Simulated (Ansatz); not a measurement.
## Moving the knobs of a GW run on TiO2 (C2/m)

Aim: change settings of a G0W0 run on TiO2 (C2/m) and see what moves.

Method: G0W0 on LDA, plane waves, PAW; PAW set soft_1, in Ansatz 0.2.0.

This is a report of a sequence of runs, with most program output left out.

### Step 1. Starting point

It takes space group C2/m (No. 12, monoclinic). The conventional cell has a = 12.307 Å, b = 3.767 Å, c = 6.616 Å, α = 90.00°, β = 106.95°, γ = 90.00°. Nearest to Ti lie 5 O at 1.78 to 2.03 Å. Nearest to Ti lie 6 O at 1.86 to 2.16 Å. O has 3 Ti at 1.86 to 2.16 Å nearest. Nearest to O lie 3 Ti at 1.94 to 2.03 Å. Nearest to O lie 2 Ti at 1.78 to 1.87 Å. O has 3 Ti at 1.96 to 2.16 Å nearest. Farther neighbours and most contacts between anions are not listed.

The cell and positions are those that the Materials Project relaxed with its own functionals (PBE, PBE+U or r2SCAN), kept fixed. This is not the form that TiO2 usually takes at ambient conditions.

### Step 2. The base run: 4×4×2 mesh, 373 empty bands, screening to 108 eV, PAW set soft_1 files

G0W0 replaces the xc potential by the self-energy, built once from these orbitals. Only a window of levels is corrected, while the sums run over the empty bands that the input names. This step takes PAW set soft_1 files.

Input file input.yaml:

```yaml
crystal:
  lattice:
    - [6.1535771931, -1.8834685, 0.0]
    - [6.1535771931, 1.8834685, 0.0]
    - [-1.9283261078, 0.0, 6.3289668713]
  atoms:
    - { symbol: Ti, position: [0.804714, 0.804714, 0.716238] }
    - { symbol: Ti, position: [0.099929, 0.099929, 0.710398] }
    - { symbol: Ti, position: [0.195286, 0.195286, 0.283762] }
    - { symbol: Ti, position: [0.900071, 0.900071, 0.289602] }
    - { symbol: O, position: [0.0583525, 0.0583525, 0.369979] }
    - { symbol: O, position: [0.638069, 0.638069, 0.706603] }
    - { symbol: O, position: [0.1328115, 0.1328115, 0.004709] }
    - { symbol: O, position: [0.9416475, 0.9416475, 0.630021] }
    - { symbol: O, position: [0.7365115, 0.7365115, 0.3475] }
    - { symbol: O, position: [0.8671885, 0.8671885, 0.995291] }
    - { symbol: O, position: [0.2634885, 0.2634885, 0.6525] }
    - { symbol: O, position: [0.361931, 0.361931, 0.293397] }
kpoints:
  mp_grid: { grid: [4, 4, 2] }
hamiltonian:
  xc: lda
  pseudopotentials: { kind: paw, azcp: { folder: soft_1 }, xc_functional: pbe }
scf:
  occupations: { method: fixed }
gw:
  n_empty_bands: 373
  ecut_chi: 108
  qp_bands: [v4, c4]
  qp_kpoints: band_edges
  screening: { model: contour_deformation }
```

On the command line:

```console
$ ansatz run input.yaml --threads 3 --pin off --max-ram 92160MiB --backend cuda --events-out ev --progress --plain --runs-dir out --devices 1 --max-vram 13GiB
```

The job ended after 20 s (1 × NVIDIA H100 80GB HBM3 (shared by 6 runs) with 3 threads of AMD EPYC 7R13 (Zen 3), shared host; peak memory 1.7 GiB; 33 s of CPU time).

Numbers from this step:

* bands summed: 421
* RPA ε∞ on this mesh (eigenvalues): 5.916, 6.176, 6.275
* plane waves in the screening matrix: 375
* q-points in the mesh: 32
* G0W0 gap on the mesh: 4.362 eV
* k of the valence top: 0.25, -0.25, -0.5
* k of the conduction bottom: 0, 0, 0
* starting gap on the mesh: 2.669 eV
* Z at the valence top: 0.7083
* Z at the conduction bottom: 0.7193
* least direct G0W0 gap on the computed points: 4.573 eV

The gap on the mesh goes from 2.67 eV to 4.36 eV, a correction of +1.69 eV. Between the two edge states, bare exchange in place of the xc potential would open the gap by 13.05 eV, and correlation takes back 11.36 eV.

### Step 3. Variant: coarser q mesh

input.yaml: that of step 2 with these lines changed.

```diff
@@ -26,4 +26,4 @@
 gw:
-  n_empty_bands: 373
-  ecut_chi: 108
+  n_empty_bands: 333
+  ecut_chi: 100
   qp_bands: [v4, c4]
@@ -31 +31,2 @@
   screening: { model: contour_deformation }
+  q_mesh: [2, 2, 1]
```

Elapsed: 9.4 s, on 1 × NVIDIA H100 80GB HBM3 (shared by 6 runs) with 3 threads; peak memory 1.4 GiB.

Against the base:

```tsv
setting	base	variant
empty bands	373	333
screening cutoff (eV)	108	100
q mesh	-	[2, 2, 1]
```

```tsv
quantity	variant	base
starting gap on the mesh	2.669	2.669
G0W0 gap on the mesh	4.398	4.362
least direct G0W0 gap on the computed points	4.635	4.573
Z at the valence top	0.707	0.708
Z at the conduction bottom	0.715	0.719
```

### Step 4. Variant: larger pair-density box

input.yaml: that of step 3 with these lines changed.

```diff
@@ -31,2 +31,2 @@
   screening: { model: contour_deformation }
-  q_mesh: [2, 2, 1]
+  ecutfock_ratio: 2
```

Elapsed: 26 s, on 1 × NVIDIA H100 80GB HBM3 (shared by 6 runs) with 3 threads; peak memory 1.6 GiB.

The G0W0 gap on the mesh is 4.370 eV.

Against the base:

```tsv
setting	base	variant
empty bands	373	333
screening cutoff (eV)	108	100
ecutfock ratio	-	2
```

```tsv
quantity	variant	base
starting gap on the mesh	2.669	2.669
G0W0 gap on the mesh	4.370	4.362
least direct G0W0 gap on the computed points	4.582	4.573
Z at the valence top	0.709	0.708
Z at the conduction bottom	0.720	0.719
```

### Step 5. Outcome

```json
{
  "base": "4.36 eV, 20 s",
  "coarser q mesh": "4.40 eV, 9.4 s",
  "larger pair-density box": "4.37 eV, 26 s"
}
```

In words: Coarser q mesh: the gap moves by +0.04 eV and the time by a factor of 0.47; such settings are too crude to quote. The variant differs from the base in empty bands, screening cutoff and q mesh together, so the change can't be laid to one of them. Larger pair-density box: the gap moves by +0.01 eV. The variant differs from the base in empty bands, screening cutoff and ecutfock ratio together, so the change can't be laid to one of them. All runs here use a coarse mesh and modest cutoffs; they test settings and are not final values. The 4×4×2 mesh is coarse for this cell (its supercell is 13 Å along the shortest edge). The RPA ε∞ on it, from the LDA start, is 5.92, 6.18 and 6.28; such meshes misread the long-range screening, most where the gap is narrow.

[Paths, hosts, dates, memory and timing lines, banners, echoed tables and standing remarks are left out of the program output.]

[Logs are printed without paths, hosts, clocks, repeated set-up lines and the standing remarks that a program may print on its own settings, such as how far it seeks lower states.]

[Runs of the session that timed out or met a known fault of the program may be left out.]

[Cells called generated may have been cut or substituted from an entry of the Crystallography Open Database or the Materials Project.]

[Hosts, paths, dates, database ids (printed as entryN), source tags and the programs' standing remarks are cut or masked in the printed files.]
